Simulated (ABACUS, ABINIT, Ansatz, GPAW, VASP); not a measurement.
**PbO2: 5 runs at one level of theory**

```xyz
6
Lattice="4.9950 0.0000 0.0000 0.0000 4.9950 0.0000 0.0000 0.0000 3.4090" Properties=species:S:1:pos:R:3 pbc="T T T"
Pb    2.4975    2.4975    1.7045
Pb    0.0000    0.0000    0.0000
O     3.4594    3.4594    0.0000
O     4.0331    0.9619    1.7045
O     0.9619    4.0331    1.7045
O     1.5356    1.5356    0.0000
```

The cell is a database's computed one, not the measured one.

Alike in all runs: task single point; functional PBE; k mesh 6 × 6 × 8; occupations fermi-dirac, width 0.05 eV; no spin polarisation; no spin-orbit coupling. Pressure is positive in compression and, in plane waves, holds the error of the finite cutoff, which Ansatz's Pulay term estimates and takes out.

| program and potentials | plane-wave cutoff (eV) | notes | band gap (eV) | pressure (GPa) |
| --- | --- | --- | --- | --- |
| Ansatz, Ansatz PAW | 420 | Pulay term of +0.58 GPa included | 0.10 | 5.70 |
| VASP, PBE PAW files O, Pb_d, 520 eV | 520 | - | 0.09 | 5.97 |
| GPAW, GPAW PAW data sets (gpaw-data 1.2.1) | 800 | - | 0.10 | 4.18 |
| ABINIT, JTH PAW PBE v2.0 | 626 | - | 0.09 | 6.20 |
| ABACUS, PseudoDojo NC SR 0.4.1 PBE standard, plane waves | 1143 | - | 0.09 | 6.69 |

Force on atom 5 (O), eV/Å:

```csv
program and potentials,x,y,z
"Ansatz, Ansatz PAW",0.029,-0.029,0.000
"VASP, PBE PAW files O, Pb_d, 520 eV",0.036,-0.036,0.000
"GPAW, GPAW PAW data sets (gpaw-data 1.2.1)",0.015,-0.015,0.000
"ABINIT, JTH PAW PBE v2.0",0.032,-0.032,0.000
"ABACUS, PseudoDojo NC SR 0.4.1 PBE standard, plane waves",0.032,-0.032,0.000
```

The band gap spans 0.09 (ABACUS, PseudoDojo NC SR 0.4.1 PBE standard, plane waves) to 0.10 eV (GPAW, GPAW PAW data sets (gpaw-data 1.2.1)). The pressure spans 4.18 (GPAW, GPAW PAW data sets (gpaw-data 1.2.1)) to 6.69 GPa (ABACUS, PseudoDojo NC SR 0.4.1 PBE standard, plane waves). Spin-orbit coupling, left out here, moves the band edges of heavy atoms. The gap is indirect and read on the mesh alone, so bands may meet between its points.

Differences between rows come from potentials, basis sets and numerical settings, since the functional is the same but for its coding. Runs on potential files found faulty are left out.
